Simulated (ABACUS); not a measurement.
Slab: Te2Mo, a slab with vacuum.

```
Te Mo
1.0
     6.36161    0.00000    0.00000
     0.00000    3.48040    0.00000
    -0.08574    0.00000   36.17589
Te Mo
4 2
Cartesian
  2.6844 2.6103 19.5604
  3.5915 0.8701 16.6155
  5.8104 0.8701 20.1329
  0.4655 2.6103 16.0430
  1.1110 0.8701 17.9963
  5.1649 2.6103 18.1796
```

| Property | Result |
| --- | --- |
| Program | ABACUS 3.10.1 |
| Task | single point |
| Functional | PBEsol |
| Potentials or basis | PseudoDojo NC SR 0.4.1 PBEsol standard |
| Cutoff | 1129 eV |
| Density cutoff | 4517 eV |
| Basis | plane waves |
| k mesh | 4 × 8 × 1 |
| Occupations | fermi-dirac, width 0.05 eV |
| Spin | no spin polarisation |

On this cell: largest force 0.208 eV/Å; band gap on the k mesh none (metal or under the smearing width).

The same run follows on a disturbed copy (atoms moved at random, drawn with an rms of 0.05 Å):

```
CELL_PARAMETERS angstrom
6.36161 0.00000 0.00000
0.00000 3.48040 0.00000
-0.08574 0.00000 36.17589
ATOMIC_POSITIONS crystal
Te 0.43292 0.75103 0.54077
Te 0.57498 0.25758 0.45904
Te 0.91713 0.25191 0.55678
Te 0.07944 0.73734 0.44383
Mo 0.18413 0.25975 0.49747
Mo 0.81776 0.75067 0.50179
```

Question: What changes?

Answer: The energy (extrapolated to zero smearing) moves by +6.5 meV/atom; largest force 0.637 eV/Å; band gap on the k mesh none (metal or under the smearing width).

Forces in eV/Å, atoms in the order of the input:
```
Te  -0.103  0.033 -0.259
Te  -0.253 -0.086  0.097
Te   0.119  0.002 -0.503
Te   0.124  0.454 -0.169
Mo  -0.125 -0.468  0.246
Mo   0.237  0.065  0.587
```

Stress tensor (GPa, compression positive):
```
-0.52 -0.05  0.05
-0.05 -0.68 -0.14
 0.05 -0.14 -0.24
```
